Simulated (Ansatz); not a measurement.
## K: strain and displacement

```
CELL_PARAMETERS angstrom
-2.69756 2.69756 2.69756
2.69756 -2.69756 2.69756
2.69756 2.69756 -2.69756
ATOMIC_POSITIONS crystal
K 0.00000 0.00000 0.00000
```

The conventional cell has a = 5.395 Å, b = 5.395 Å, c = 5.395 Å, α = 90.00°, β = 90.00°, γ = 90.00°.

The cell is the one relaxed in the Materials Project (mp-58), not relaxed further here; entries there can be hypothetical.

Theory: DFT, PBEsol, all-electron LAPW, scalar-relativistic (Ansatz 0.2.0).

Numerical set-up: a Γ-centred 10×10×10 k mesh, Fermi–Dirac smearing of 0.05 eV, basis error target 0.5 meV/atom, no spin polarisation.

The unchanged cell is at -0.31 GPa.

In a metal, stresses and small energies carry noise from the k mesh.

x, y and z are the Cartesian axes of the cell as listed; fractional coordinates follow a strain, and an engineering shear is twice the off-diagonal strain component.

With equal xy, yz and zx engineering shear strains of -1 %: energy change under 1 meV/atom; stress change (xx, yy, zz, yz, xz, xy) 0.00, 0.00, 0.00, 0.02, 0.02, 0.02 GPa, compression positive.

Q: With this change (z strained by -1 % at fixed volume), what becomes of the energy and stress?

A: Energy change under 1 meV/atom; stress change (xx, yy, zz, yz, xz, xy) 0.00, 0.00, -0.01, 0.00, 0.00, 0.00 GPa, compression positive.
